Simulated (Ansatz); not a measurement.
TiO₂ (space group Pbcn) relaxed with several functionals in Ansatz (plane waves to 420 eV, scalar-relativistic PAW, no spin-orbit coupling, symmetry kept). The database cell has 10.22 Å³/atom; its temperature or method isn't stated, so the comparison with it is no error of the functional. No moments.

```json
{"functional": "PBE", "conventional cell": "a = 4.579 Å, b = 5.573 Å, c = 4.924 Å, α = 90.00°, β = 90.00°, γ = 90.00°", "V (Å³/atom)": "10.47", "against the database cell (%)": "2.5", "gap on mesh (eV)": "2.62", "largest moment (μB)": "0.00"}
{"functional": "PBEsol", "conventional cell": "a = 4.537 Å, b = 5.496 Å, c = 4.879 Å, α = 90.00°, β = 90.00°, γ = 90.00°", "V (Å³/atom)": "10.14", "against the database cell (%)": "-0.8", "gap on mesh (eV)": "2.66", "largest moment (μB)": "0.00"}
{"functional": "PBE+D3(BJ)", "conventional cell": "a = 4.552 Å, b = 5.530 Å, c = 4.898 Å, α = 90.00°, β = 90.00°, γ = 90.00°", "V (Å³/atom)": "10.27", "against the database cell (%)": "0.6", "gap on mesh (eV)": "2.67", "largest moment (μB)": "0.00"}
```

This form isn't the usual stable structure of the compound.

Cost: 3 runs of about 19 core-minutes in all, on Intel Xeon Processor @ 2.50GHz (Skylake/Cascade Lake) (shared hosts).